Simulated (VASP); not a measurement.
MgSi:

```
Si Mg
1.0
     2.90839    0.00000    0.00000
     0.00000    2.90839    0.00000
     0.00000    0.00000    4.10343
Si Mg
1 1
Direct
  0.50000 0.50000 0.50000
  0.00000 0.00000 0.00000
```

The cell comes from a database or a generator and needn't be the stable form of this composition.

* Program: VASP 6.6.1
* Task: relaxation of cell and atoms
* Functional: r2SCAN
* Potentials or basis: VASP PAW PBE potentials, release 64 (Si, Mg)
* Cutoff: 600 eV
* k mesh: 8 × 8 × 6
* Occupations: fermi-dirac, width 0.05 eV
* Spin: no spin polarisation

At the start: pressure -1.8 GPa; volume 17.35 Å³/atom.

How do energy, volume and symmetry change on relaxing?

Over 9 steps the energy falls by 4.9 meV/atom and the volume is 16.93 Å³/atom (-2.4 %); space group P4/mmm (No. 123, to 0.05 Å).

The path:
```tsv
step	energy change (eV)	largest force (eV/Å)	pressure (GPa)	volume (Å³)
1	0.0000	0.0000	-1.84	34.71
2	-0.0096	0.0000	0.29	33.71
3	-0.0096	0.0000	0.18	33.76
4	-0.0096	0.0000	0.14	33.78
5	-0.0097	0.0000	0.01	33.85
6	-0.0098	0.0000	-0.05	33.89
7	-0.0098	0.0000	-0.06	33.89
8	-0.0098	0.0000	-0.07	33.90
9	-0.0098	0.0000	0.01	33.87
```

Final structure:
```xyz
2
Lattice="2.9045 0.0000 0.0000 0.0000 2.9045 0.0000 0.0000 0.0000 4.0142" Properties=species:S:1:pos:R:3 pbc="T T T"
Si    1.4523    1.4523    2.0071
Mg    0.0000    0.0000    4.0142
```

Caveat: the PAW data sets were made with another functional, which shifts forces and pressure a little.
